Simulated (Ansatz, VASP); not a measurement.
# AlO2: VASP beside Ansatz

Contents of INCAR:

```
SYSTEM = AlO2
PREC = Accurate ; ENCUT = 520
EDIFF = 1E-6 ; ISMEAR = 0
SIGMA = 0.1 ; LREAL = .False.
LASPH = .True. ; NELM = 150
ALGO = Normal ; ISIF = 2
LWAVE = .False. ; LCHARG = .False.
ISPIN = 2 ; MAGMOM = 0 1 1
LORBIT = 11 ; GGA = PE
NBANDS = 18
```

Contents of KPOINTS:

```
regular mesh
0
Gamma
  6 6 4
  0 0 0
```

Contents of POSCAR:

```
AlO2
1.0
    2.8527306319      0.0000000000      0.0000000000
   -1.4263653159      2.4705371974      0.0000000000
    0.0000000000      0.0000000000      4.2883408089
Al O
1 2
Direct
    0.3333333333      0.6666666667      0.5000000000
    0.0000000000      0.0000000000      0.2607207340
    0.0000000000      0.0000000000      0.7392792660
```

Input for Ansatz:

```yaml
crystal:
  lattice:
    - [2.8527306319, 0.0, 0.0]
    - [-1.4263653159, 2.4705371974, 0.0]
    - [0.0, 0.0, 4.2883408089]
  atoms:
    - { symbol: Al, position: [0.3333333333, 0.6666666667, 0.5] }
    - { symbol: O, position: [0.0, 0.0, 0.260720734], spin: 1.0 }
    - { symbol: O, position: [0.0, 0.0, 0.739279266], spin: 1.0 }
basis:
  ecutwfc: 420
kpoints:
  mp_grid: { grid: [6, 6, 4] }
hamiltonian:
  xc: pbe
scf:
  occupations: { method: gaussian, width: 0.1 }
  lower_state_search: "off"
output:
  forces: true
  stress: true
  eigenvalues: true
  populations: true
magnetization:
  spin_polarized: true
```

Alike in both runs: task single point; functional PBE; k mesh 6 × 6 × 4; occupations gaussian, width 0.1 eV; collinear spin.

```csv
,VASP,Ansatz
version,VASP 6.6.1,Ansatz 0.2.0
potentials or method,"VASP PAW PBE potentials, release 64 (Al, O)","scalar-relativistic, plane waves, PAW"
plane-wave cutoff (eV),520,420
valence electrons in the cell,15,15
```

```csv
,VASP,Ansatz,Ansatz less VASP
gap on the k mesh at the Fermi level (eV),none,none,-
pressure (GPa),0.1,0.1,+0.06
largest component of the traceless stress (GPa),0.98,0.85,-0.130
rms of the force components (eV/Å),0.004,0.013,+0.0096
net moment per atom (μB),0.17,0.17,0.000
size of the moment on the site where the two differ most (μB),0.23,0.24,+0.009
```

Site moments also hang on the region over which each program counts them. Atom by atom the forces differ by 0.010 eV/Å (rms over components). A gap of «none» marks a metal or a gap that the smearing closes.

Caveats: the k mesh is coarse (spacing up to 0.42 Å⁻¹), so the values aren't converged.
